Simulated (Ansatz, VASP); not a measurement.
# Y (Y strained to the junction's net) in two plane-wave programs

Aim: how closely do two programs agree when they are given the same cell, functional and k mesh? The structure shown is the end of the Ansatz relaxation below.

Method: plane waves, with VASP 6.6.1 beside it; single point at PBE, in Ansatz 0.2.0.

## Step 1: The starting structure

It takes space group P6_3/mmc (No. 194, hexagonal). Conventional cell: a = 3.663 Å, b = 3.663 Å, c = 5.692 Å, α = 90.00°, β = 90.00°, γ = 120.00°. Y has 12 Y at 3.55 to 3.66 Å nearest.

## Step 2: Ansatz: relaxation, PBE

Ansatz runs on its default PAW (the set named soft_2) files.

This run makes the geometry at which the two programs are then compared.

The input, input.yaml:

```yaml
crystal:
  lattice:
    - [3.663, 0.0, 0.0]
    - [-1.8315, 3.1722510541, 0.0]
    - [0.0, 0.0, 5.6667467213]
  atoms:
    - { symbol: "Y", position: [0.0, 0.0, 0.0] }
    - { symbol: "Y", position: [0.3333333333, 0.6666666667, 0.5] }
kpoints:
  mp_grid: { grid: [12, 12, 6] }
scf:
  occupations: { method: fermi_dirac, width: 0.1 }
  max_iter: 150
hamiltonian:
  xc: pbe
relax:
  f_tol: 0.01
  max_steps: 40
  cell: { fix: [a, b, angles] }
```

Started as:

```
ansatz run input.yaml --threads 4 --pin off --max-ram 12288MiB --backend cpu --events-out ev --progress --plain --runs-dir out
```

Numbers of over 12 decimals in the logs are rounded to 6 here.

The log of the run:

```text
Engine: ansatz 0.2.0, aarch64-unknown-linux-gnu
Pseudopotentials: kind: paw
Pseudopotential: Y, paw, valence charge 11, recommended cutoff 420 eV (normal), Y.paw.azcp
Functional definition: PBE
  parameter kappa = 0.804
  parameter beta = 0.066725
  exchange = pbe_x(kappa = kappa, mu = beta*pi^2/3)
  correlation = pbe_c(beta = beta)
Crystal: 2 atoms, lattice volume = 65.847 Å³
Basis set: ecut = 420 eV, 1267 PW (Γ), exchange–correlation on 50×50×80 points (8 copies of the dense FFT grid, shifted against one another)
Bands: 15, of which v1, the nominal top of the filled ones, is band 11 counted from 1 (10 counted from 0)
Symmetry: 24 space group operations
Space group: P63/mmc (ITA 194), of the structure as read, at distance tolerance 4.0e-5 Å
k-points: 76 of 864
Non-local potential: Y, projectors of the file, l = 0: 3, l = 1: 2, l = 2: 2, l = 3: 1
PAW form: soft (Blöchl's): semilocal exchange-correlation on the pseudo side does not see the compensation charge
PAW one-centre angular grid: Y, 590 points (default); XC on 64 Gauss nodes
Initial density: superposition of atomic densities (neutral atoms: chi_scale 0, normalization atom), corrected by the library's trained network
Initial wavefunctions: pseudopotential atomic-orbital guess
Functional: x = pbe(κ = 0.804, μ = 0.219515), c = pbe(β = 0.066725)
SCF iter   1: F=—  HF=-7697.398706 eV  |F-HF|=—  |Δ(HF+E_count)|=         —  Δρ=1.60e-3  dr2=1.34e-3  ethr=1.77e-3  ⟨swp⟩=4.4  Hψ=5005  notcnv=0
preconditioner: auto → Kerker (q_TF=auto, 2.273 Å⁻¹)  [metal: Δε(μ)=0.020 eV  Ē_g=2.539 eV  σ=0.100 eV  W_gap=0.05  n_scr=22 (ndim 8)  ℏωp=11.2 eV  f_vac=0.000  D(μ)=3.69/eV (n_scr^D=34)]
SCF iter   2: F=—  HF=-7697.399100 eV  |F-HF|=—  |Δ(HF+E_count)|=   3.94e-4  Δρ=1.04e-3  dr2=5.52e-4  ethr=6.10e-6  ⟨swp⟩=2.2  Hψ=2551  notcnv=0
SCF iter   3: F=—  HF=-7697.399460 eV  |F-HF|=—  |Δ(HF+E_count)|=   3.61e-4  Δρ=2.38e-4  dr2=4.99e-5  ethr=2.51e-6  ⟨swp⟩=2.3  Hψ=1501  notcnv=0
SCF iter   4: F=—  HF=-7697.399444 eV  |F-HF|=—  |Δ(HF+E_count)|=   1.63e-5  Δρ=1.38e-4  dr2=8.57e-6  ethr=2.27e-7  ⟨swp⟩=2.6  Hψ=1770  notcnv=0
iter 5 did not close the SCF: its close was put off for the readings that it lacked (scf_convergence_deferred on its scf_iter line)
SCF iter   5: F=-7697.399444 eV  HF=-7697.399444 eV  |F-HF|=3.33e-8  |Δ(HF+E_count)|=   3.10e-8  Δρ=1.13e-5  dr2=4.06e-8  ethr=3.90e-8  ⟨swp⟩=2.0  Hψ=1844  notcnv=0
SCF iter   6: F=-7697.399444 eV  HF=-7697.399444 eV  |F-HF|=3.91e-9  |Δ(HF+E_count)|=   3.90e-8  Δρ=3.57e-6  dr2=6.40e-9  ethr=1.85e-10  ⟨swp⟩=1.8  Hψ=3869  notcnv=0
SCF 1 converged in 6 iterations: F = -7697.399444 eV  dr2 = 6.40e-9
  greatest PAW one-centre occupation: 0.994 electrons in one spin orbital (limit 2), on the Y atom at site 1 (counted from 0), in its partial waves of l = 0
relax step   1: F+E_penalty+E_count = -7697.39944419 eV  Δ(F+E_penalty+E_count) = +0.000e0 eV  max|allowed force component| = 6.939e-18 eV/Å  Δτ_max = 0.0000 Å  P = +0.017 GPa  Ω = 65.847 Å³  fix = [a, b, alpha, beta, gamma]  reactions: a -0.151, b -0.151 GPa  (6 SCF iters, dr2 threshold 1.00e-7 eV, accepted)
[...]
relax step   2: F+E_penalty+E_count = -7697.39975500 eV  Δ(F+E_penalty+E_count) = -3.108e-4 eV  max|allowed force component| = 3.007e-17 eV/Å  Δτ_max = 0.0000 Å  P = -0.136 GPa  Ω = 66.098 Å³  energy of the carried Pulay correction = -5.882e-6 eV  fix = [a, b, alpha, beta, gamma]  reactions: a -0.230, b -0.230 GPa  (3 SCF iters, dr2 threshold 2.00e-7 eV, accepted)
[...]
relax step   3: F+E_penalty+E_count = -7697.39976166 eV  Δ(F+E_penalty+E_count) = -6.659e-6 eV  max|allowed force component| = 6.939e-18 eV/Å  Δτ_max = 0.0000 Å  P = -0.163 GPa  Ω = 66.144 Å³  energy of the carried Pulay correction = -6.942e-6 eV  fix = [a, b, alpha, beta, gamma]  reactions: a -0.244, b -0.244 GPa  (3 SCF iters, dr2 threshold 7.23e-9 eV, accepted)
[...]
relax step   4: F+E_penalty+E_count = -7697.39976867 eV  Δ(F+E_penalty+E_count) = -7.012e-6 eV  max|allowed force component| = 0.000e0 eV/Å  Δτ_max = 0.0000 Å  P = -0.163 GPa  Ω = 66.144 Å³  fix = [a, b, alpha, beta, gamma]  reactions: a -0.244, b -0.244 GPa  stress off target by 5.48e-4 GPa on what of the cell is left free  SCF on the basis re-selected at this cell (its energy is not comparable with the rows above)  (4 SCF iters)
basis re-selected at this cell: Δ(F+E_penalty+E_count) = -7.012e-6 eV, ΔP = -0.000 GPa vs the last step (what re-selecting the basis moved, of the pressure what is left beyond the Pulay correction that the steps carried, after the strain that the cell walked since its last selection, with what the two solves' SCF thresholds leave and, on support functions, any second-order correction that the steps lacked; it is no measure of the basis error at this ecutwfc). This SCF's stress stands 5.48e-4 GPa from its target on what of the cell is left free (relax.cell.stress_tol is 5.00e-2 GPa) and its largest allowed force component is 0.00e0 eV/Å (relax.f_tol is 1.00e-2 eV/Å): [rest of the remark cut]
SCF converged after 4 iterations
Free energy (F): -7697.399769 eV
Harris-Foulkes:  -7697.399769 eV  (|F-HF|=1.82e-12)
Internal energy: -7697.279212 eV  (E = F + TS)
E sigma→0 (E₀):  -7697.339490 eV
Entropy (-TS):   -0.120557 eV (-60.278 meV/atom)
Fermi energy:    9.252577 eV
--- Per-component energies (eV) ---
  E_band       = -245.632441
  E_kinetic    = 608.652692
  E_local      = -1234.010759  (includes V_loc(G=0)·N_el)
  E_nonlocal   = 100.211030
  E_hartree    = 391.406073
  E_xc         = -345.640051
  E_vxc        = -396.756808  (∫ρ·V_xc dr)
  E_paw        = -5650.706692  (= ΣΔE_a)
  E_vpaw       = -106.540781  (= ΣTr[D̂ρ^β])
  E_aug_tail   = 0.000006  (compensation charges beyond the density's cutoff)
  E_ewald      = -1567.191512
  E_smearing   = -0.120557  (= −TS)
  E_closure    = 0.000000  (closes the sum)
  Σ components = -7697.399769   (vs F -7697.399769, Δ=0.00e0)
--- Forces (eV/Å), atoms counted from 1 ---
  atom   1  Y     -0.00000000     0.00000000     0.00000000
  atom   2  Y     -0.00000000     0.00000000     0.00000000
  max |Σ_I F_I| component: 1.85e-17 eV/Å
--- Stress (GPa, compression-positive) ---
       -0.244498       0.000000       0.000000
        0.000000      -0.244498       0.000000
        0.000000       0.000000       0.000548
  P = ⅓ Tr σ = -0.1628 GPa (-1.628 kbar)
--- Relaxed structure (3 steps of the walk, 3 accepted, 1 SCFs on fresh bases) ---
  F+E_penalty+E_count = -7697.39976867 eV   max|allowed force component| = 0.000e0 eV/Å   (the final SCF, on the basis selected at the relaxed cell)
  cell:  # Å, volume = 66.1439 Å³
    - [3.663000, 0, 0.0]
    - [-1.831500, 3.172251, 0.0]
    - [0.0, 0.0, 5.692268]
  atoms:
    - { symbol: Y, position: [9.251858539620032e-18, -5.0885221963063393e-17, 0.0] }
    - { symbol: Y, position: [0.333333, 0.666667, 0.500000] }
```

## Step 3: VASP: single point, PBE

The same cell, functional, mesh and smearing now go to VASP, with its own data sets.

Lines of VASP's logs that name or quote its potential files are left out, and so is its time.

The input, INCAR:

```
SYSTEM = Y
PREC = Accurate
ENCUT = 500
EDIFF = 1E-06
NELM = 120
ISMEAR = -1
SIGMA = 0.1
LREAL = .FALSE.
ALGO = Normal
GGA = PE
NBANDS = 17
LASPH = .TRUE.
LORBIT = 11
LWAVE = .FALSE.
LCHARG = .FALSE.
ISIF = 2
GGA_COMPAT = .FALSE.
```

The input, POSCAR:

```
Y
1.0
    3.6630000000      0.0000000000      0.0000000000
   -1.8315000000      3.1722510541      0.0000000000
    0.0000000000      0.0000000000      5.6922678983
Y
2
Direct
    0.0000000000      0.0000000000      0.0000000000
    0.3333333333      0.6666666667      0.5000000000
```

The input, KPOINTS:

```
Automatic mesh
0
Gamma
12 12 6
0 0 0
```

Potentials, in the order of the species: Y_sv (PBE family, release 64).

Started as:

```
mpirun -np 1 vasp_std
```

The log of the run:

```text
[banner, memory and clock lines left out]
running    1 mpi-ranks, on    1 nodes
 distrk:  each k-point on    1 cores,    1 groups
 distr:  one band on    1 cores,    1 groups

 POSCAR found type information on POSCAR Y
 POSCAR found :  1 types and       2 ions
 LDA part: xc-table for (Slater+PW92), standard interpolation
 POSCAR, INCAR and KPOINTS ok, starting setup
 FFT: planning ... GRIDC
 FFT: planning ... GRID_SOFT
 FFT: planning ... GRID
 WAVECAR not read
 entering main loop
       N       E                     dE             d eps       ncg     rms          rms(c)
DAV:   1     0.794433250486E+02    0.79443E+02   -0.11263E+04  2584   0.120E+03
DAV:   2    -0.758046194122E+01   -0.87024E+02   -0.85872E+02  3242   0.253E+02
DAV:   3    -0.132033188917E+02   -0.56229E+01   -0.55538E+01  4562   0.392E+01
DAV:   4    -0.133256343500E+02   -0.12232E+00   -0.12220E+00  3029   0.621E+00
DAV:   5    -0.133298107258E+02   -0.41764E-02   -0.41757E-02  3967   0.807E-01    0.328E+01
DAV:   6    -0.129967623617E+02    0.33305E+00   -0.43549E-01  2804   0.421E+00    0.203E+01
DAV:   7    -0.129406361338E+02    0.56126E-01   -0.85402E-01  3294   0.544E+00    0.180E+00
DAV:   8    -0.129299878045E+02    0.10648E-01   -0.16783E-01  3201   0.241E+00    0.125E+00
DAV:   9    -0.129289466356E+02    0.10412E-02   -0.41037E-03  3775   0.410E-01    0.401E-01
DAV:  10    -0.129291014837E+02   -0.15485E-03   -0.18608E-03  2840   0.402E-01    0.350E-01
DAV:  11    -0.129290327842E+02    0.68700E-04   -0.12877E-04  3493   0.101E-01    0.694E-02
DAV:  12    -0.129290255998E+02    0.71844E-05   -0.28046E-05  3039   0.475E-02    0.144E-02
DAV:  13    -0.129290272865E+02   -0.16867E-05   -0.32223E-06  2774   0.151E-02    0.279E-03
DAV:  14    -0.129290274238E+02   -0.13725E-06   -0.17314E-07  1759   0.393E-03
   1 F= -.12929027E+02 E0= -.12868791E+02  d E =-.120472E+00
```

Parts of OUTCAR (step 3):

```text
ion  position               nearest neighbor table
   1  0.000  0.000  0.000-   2 3.55   2 3.55   2 3.55   2 3.55   2 3.55   2 3.55
   2  0.333  0.667  0.500-   1 3.55   1 3.55   1 3.55   1 3.55   1 3.55   1 3.55

  LATTYP: Found a hexagonal cell.
 ALAT       =     3.6630000000
 C/A-ratio  =     1.5539906902

 Subroutine GETGRP returns: Found 24 space group operations
 (whereof 12 operations were pure point group operations)

The static configuration has the point symmetry D_3h.
 The point group associated with its full space group is D_6h.

 Found     76 irreducible k-points:

   k-points           NKPTS =     76   k-points in BZ     NKDIM =     76   number of bands    NBANDS=     17

   dimension x,y,z NGX =    28 NGY =   28 NGZ =   42
   dimension x,y,z NGXF=    56 NGYF=   56 NGZF=   84

   ENCUT  =  500.0 eV  36.75 Ry    6.06 a.u.   6.68  6.68 10.38*2*pi/ulx,y,z

   NELECT =      22.0000    total number of electrons

 k-points in reciprocal lattice and weights: Automatic mesh
   0.00000000  0.00000000  0.00000000       0.001
   0.08333333  0.00000000  0.00000000       0.007
   0.16666667 -0.00000000  0.00000000       0.007
   0.25000000 -0.00000000  0.00000000       0.007
   0.33333333 -0.00000000  0.00000000       0.007
   0.41666667 -0.00000000  0.00000000       0.007
   0.50000000 -0.00000000  0.00000000       0.003
   0.08333333  0.08333333  0.00000000       0.007
   0.16666667  0.08333333  0.00000000       0.014
[...]
0.33333333  0.25000000  0.50000000       0.014
   0.33333333  0.33333333  0.50000000       0.002

 average (electrostatic) potential at core
       1 -37.7961       2 -37.7961

 E-fermi :   2.9628

 k-point     1 :       0.0000    0.0000    0.0000
  band No.  band energies     occupation
    ...
      6     -19.4546      2.00000
      7     -19.4546      2.00000
      8     -19.4199      2.00000
      9      -1.7092      2.00000
     10       1.1355      2.00000
     11       3.8921      0.00018
     12       4.6972      0.00000
     13       4.6972      0.00000
     14       5.0728      0.00000
     15       5.3146      0.00000
    ...

 k-point     2 :       0.0833    0.0000    0.0000
  band No.  band energies     occupation
    ...
      6     -19.4795      2.00000
      7     -19.4575      2.00000
      8     -19.4258      2.00000
      9      -1.5637      2.00000
     10       1.2709      2.00000
     11       3.7386      0.00085
     12       4.3506      0.00000
     13       4.8321      0.00000
     14       5.1512      0.00000
     15       5.3301      0.00000
    ...

 k-point     3 :       0.1667   -0.0000    0.0000
  band No.  band energies     occupation
    ...
      6     -19.5459      2.00000
      7     -19.4660      2.00000
      8     -19.4437      2.00000
      9      -1.1460      2.00000
     10       1.6319      2.00000
     11       3.3590      0.03735
     12       3.8072      0.00043
     13       4.7957      0.00000
     14       5.1578      0.00000
     15       5.2294      0.00000
    ...

  Total       -0.1455136     -0.1455136     -0.0430545      0.0000000      0.0000000      0.0000000
  in kB       -3.5247175     -3.5247175     -1.0428927      0.0000000      0.0000000      0.0000000
  external PRESSURE =      -2.6974425 kB  Pullay stress =       0.0000000 kB

  energy-cutoff  :      500.00
  volume of cell :       66.14
      direct lattice vectors                 reciprocal lattice vectors
     3.663000000  0.000000000  0.000000000     0.273000273  0.157616781  0.000000000
    -1.831500000  3.172251054  0.000000000     0.000000000  0.315233562  0.000000000
     0.000000000  0.000000000  5.692267898     0.000000000  0.000000000  0.175676904

 POSITION                                       TOTAL-FORCE (eV/Angst)
 -----------------------------------------------------------------------------------
      0.00000      0.00000      0.00000        -0.000000      0.000000      0.000000
     -0.00000      2.11483      2.84613         0.000000      0.000000      0.000000
 -----------------------------------------------------------------------------------
    total drift:                                0.000000     -0.000000     -0.000000

  FREE ENERGIE OF THE ION-ELECTRON SYSTEM (eV)
  ---------------------------------------------------
  free  energy   TOTEN  =       -12.9290274238 eV

  energy  without entropy=      -12.8085552578  energy(sigma->0) =      -12.86879134

 total charge
# of ion       s       p       d       f       tot
--------------------------------------------------
    1        2.278   6.223   0.911   0.006   9.419
    2        2.278   6.223   0.911   0.006   9.419
--------------------------------------------------
tot          4.556  12.446   1.822   0.013  18.837

[... 3 further parts left out ...]
```

The run ends at a pressure of -0.27 GPa.

## Step 4: Side by side

Known differences besides the potentials themselves: the cutoff is 420 eV in Ansatz and 500 eV in VASP; Ansatz's pressure holds a Pulay correction, VASP's none. Total energies have different zeros and are not compared.

Both answers:

| quantity | Ansatz | VASP | difference |
| --- | --- | --- | --- |
| pressure (GPa) | -0.16 | -0.27 | +0.11 |

## Step 5: What came out

* difference in pressure (single point, PBE): 0.11 GPa

What this shows: The difference in pressure is 0.11 GPa (single point, PBE), within the 1 GPa picked in this series as the mark of a large difference. How closely two codes agree says nothing of how well the functional describes the real material.

[Lines on the potential files, build, host, timing and source positions are cut from VASP's logs without a mark.]

[Logs are printed without paths, hosts, clocks, repeated set-up lines and the standing remarks that a program may print on its own settings, such as how far it seeks lower states.]

[Hosts, paths, dates, database ids (printed as entryN), source tags and the programs' standing remarks are cut or masked in the printed files.]
